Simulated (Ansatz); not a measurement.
## MoS2 under changes of volume

One of the cells (18.982 Å³/atom); the others are scaled copies at fixed shape and fractional positions:

```
CELL_PARAMETERS angstrom
3.22746 0.00000 0.00000
-1.61373 2.79507 0.00000
0.00000 0.00000 6.31247
ATOMIC_POSITIONS crystal
Mo 0.00000 0.00000 0.50000
S 0.66667 0.33333 0.74468
S 0.33333 0.66667 0.25532
```

Measurements of this composition are mostly on another form, of space group No. 194.

```yaml
Program: Ansatz 0.2.0
Functional: RPBE
Potentials_or_basis: Ansatz PAW
Cutoff: "420 eV (not typed: the program's choice for these potentials)"
k_mesh: 9 × 9 × 4
Occupations: fermi-dirac, width 0.05 eV
Spin: no spin polarisation
```

```csv
volume (Å³/atom),energy over the lowest point (meV/atom),pressure (GPa),largest force (eV/Å)
17.843,63.46,13.3,1.438
18.222,36.35,9.7,1.051
18.602,?,?,?
18.982,5.38,3.6,0.360
19.361,0.00,1.0,0.053
19.741,0.46,-1.3,0.232
20.120,6.17,-3.4,0.496
```

Q: What does the run at 18.602 Å³/atom give?

A: Energy over the lowest point 17.26 meV/atom; pressure 6.5 GPa; largest force 0.692 eV/Å.

Worked out: A Birch-Murnaghan fit of order 3 (a polynomial in V^(-2/3)) to the other rows has its minimum at 19.52 Å³/atom with B0 = V·E''(V) = 121 GPa and B' = 4.5 at fixed shape and positions, which overstates the stiffness. It gives 17.24 meV/atom at 18.602 Å³/atom, against the run's 17.26, and -dE/dV = 6.5 GPa, against 6.5.

Energies are extrapolated to zero smearing.

Caveats: this functional lacks dispersion, which binds the layers, so the pressure and a relaxed spacing across them are unreliable; the PAW data sets come from PBE, with cores solved anew for the run's functional, which leaves a small shift of forces and pressure; forces of over 1 eV/Å show positions far from the minimum, so gaps and moduli don't describe the material at rest (some runs).
